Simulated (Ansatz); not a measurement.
Input of an Ansatz 0.2.0 run:

input.yaml

```yaml
crystal:
  lattice:
    - [1.58, 0.9122134253, 6.15]
    - [-1.58, 0.9122134253, 6.15]
    - [0.0, -1.8244268506, 6.15]
  atoms:
    - { symbol: Mo, position: [0.0, 0.0, 0.0] }
    - { symbol: S, position: [0.417, 0.417, 0.417] }
    - { symbol: S, position: [0.25, 0.25, 0.25] }
hamiltonian:
  xc: r2scan
  pseudopotentials: { kind: paw }
  hubbard: { sites: [{ species: Mo, l: d, u_eff: 6.0 }] }
kpoints:
  mp_grid: { grid: [10, 10, 10] }
scf:
  occupations: { method: fermi_dirac, width: 0.05 }
output:
  forces: true
  stress: true
  eigenvalues: true
  write_density: true
  write_potential: true
  elf: true
  volumetric_format: npy
relax:
  f_tol: 0.01
  max_steps: 40
  cell: { stress_tol: 0.05 }
```

Potentials or basis: Ansatz PAW.

Command:

```bash
$ ansatz run input.yaml --threads 2 --pin off --max-ram 5632MiB --backend cpu --events-out ev --progress --plain --runs-dir out
```

Q: Predict the band gap on the k mesh.

A: 1.02 eV, indirect (least direct gap 1.40 eV).

Q: What does it give for the relaxed cell?

A: a = 6.728 Å, b = 6.728 Å, c = 6.728 Å, α = 27.50°, β = 27.50°, γ = 27.50°.

Q: Predict the relaxed volume.

A: 19.11 Å³/atom.

Step by step:
```tsv
step	energy change (eV)	largest force (eV/Å)	volume (Å³)
1	0.0000	0.3426	53.18
2	-0.0114	0.3567	58.15
3	-0.0315	0.0419	56.86
4	-0.0322	0.0032	56.93
5	-0.0322	0.0047	57.16
6	-0.0322	0.0012	57.32
7	-0.0332	0.0012	57.32
```

Caveat: the plane-wave basis is chosen anew once the cell has moved, so the energies of steps on either side of that aren't comparable; the PAW data sets come from PBE, with cores solved anew for the run's functional, which leaves a small shift of forces and pressure. Zero-point motion and thermal expansion aren't in these numbers.
